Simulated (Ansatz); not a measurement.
All numbers below come from Ansatz, DFT r2SCAN, scalar-relativistic, plane waves, PAW.

Structure of LiCl:

```
Li Cl
1.0
     0.00000    2.55620    2.55620
     2.55620    0.00000    2.55620
     2.55620    2.55620    0.00000
Li Cl
1 1
Direct
  0.00000 0.00000 0.00000
  0.50000 0.50000 0.50000
```

Cutoff 500 eV; k points 8×8×8 on the computed 2-atom cell (Γ-centred); Gaussian smearing, width 0.02 eV; no spin polarisation.

Levels along Γ–X–U | K–Γ–L–W–X, in eV from a zero inside the gap, sorted by energy at each point. Points in fractions of the primitive reciprocal vectors: Γ (0.000 0.000 0.000), X (0.500 0.000 0.500), U (0.625 0.250 0.625), K (0.375 0.375 0.750), L (0.500 0.500 0.500), W (0.500 0.250 0.750).
```
point k (1/Å, with 2π) band 3  band 4  band 5  band 6  band 7  band 8
    Γ             0.000   -3.65   -3.65   -3.65    3.65    8.87    8.87
    -             0.176   -3.81   -3.71   -3.71    3.89    8.49    8.93
    -             0.351   -4.25   -3.89   -3.89    4.57    7.69    8.32
    -             0.527   -4.86   -4.13   -4.13    5.50    6.87    7.18
    -             0.702   -5.50   -4.38   -4.38    5.82    6.16    7.23
    -             0.878   -6.08   -4.59   -4.59    5.38    5.64    8.42
    -             1.053   -6.48   -4.74   -4.74    5.08    5.32    9.54
    X             1.229   -6.62   -4.79   -4.79    4.98    5.21   10.03
    -             1.291   -6.61   -4.81   -4.78    5.00    5.24    9.99
    -             1.353   -6.58   -4.87   -4.76    5.03    5.36    9.89
    -             1.415   -6.54   -4.96   -4.73    5.06    5.58    9.73
    -             1.477   -6.48   -5.08   -4.69    5.08    5.88    9.53
    -             1.539   -6.40   -5.21   -4.64    5.11    6.24    9.30
    -             1.601   -6.30   -5.35   -4.58    5.13    6.64    9.05
    U             1.663   -6.20   -5.48   -4.51    5.16    7.04    8.79
    K             1.663   -6.20   -5.48   -4.51    5.16    7.04    8.79
    -             1.850   -5.79   -5.79   -4.27    5.27    7.93    8.04
    -             2.036   -5.85   -5.30   -4.02    5.37    7.47    7.48
    -             2.222   -5.62   -4.78   -3.82    5.34    7.18    7.39
    -             2.408   -5.12   -4.31   -3.70    5.04    7.26    7.80
    -             2.595   -4.48   -3.94   -3.65    4.49    7.73    8.66
    -             2.781   -3.90   -3.72   -3.64    3.90    8.44    8.89
    Γ             2.967   -3.65   -3.65   -3.65    3.65    8.87    8.87
    -             3.119   -3.83   -3.66   -3.66    3.82    8.56    8.92
    -             3.271   -4.32   -3.70   -3.70    4.21    8.08    8.78
    -             3.423   -4.94   -3.76   -3.76    4.47    8.00    8.15
    -             3.575   -5.57   -3.82   -3.82    4.39    7.51    7.51
    -             3.727   -6.09   -3.88   -3.88    4.16    7.01    7.01
    -             3.879   -6.43   -3.91   -3.91    3.97    6.71    6.71
    L             4.031   -6.55   -3.92   -3.92    3.90    6.61    6.61
    -             4.156   -6.53   -4.04   -3.95    4.06    6.58    6.71
    -             4.280   -6.45   -4.36   -4.04    4.50    6.51    7.01
    -             4.404   -6.34   -4.77   -4.17    5.07    6.45    7.48
    -             4.528   -6.19   -5.19   -4.34    5.68    6.43    7.98
    -             4.652   -6.03   -5.53   -4.52    6.30    6.49    8.21
    -             4.776   -5.89   -5.75   -4.68    6.61    6.91    7.77
    W             4.901   -5.83   -5.83   -4.75    6.70    7.42    7.58
    -             4.988   -6.02   -5.62   -4.75    6.41    7.06    7.78
    -             5.076   -6.19   -5.42   -4.75    6.00    6.57    8.42
    -             5.164   -6.34   -5.22   -4.76    5.64    6.12    9.05
    -             5.252   -6.46   -5.04   -4.77    5.35    5.74    9.45
    -             5.339   -6.55   -4.91   -4.78    5.14    5.45    9.76
    -             5.427   -6.60   -4.82   -4.78    5.02    5.27    9.96
    X             5.515   -6.62   -4.79   -4.79    4.98    5.21   10.03
```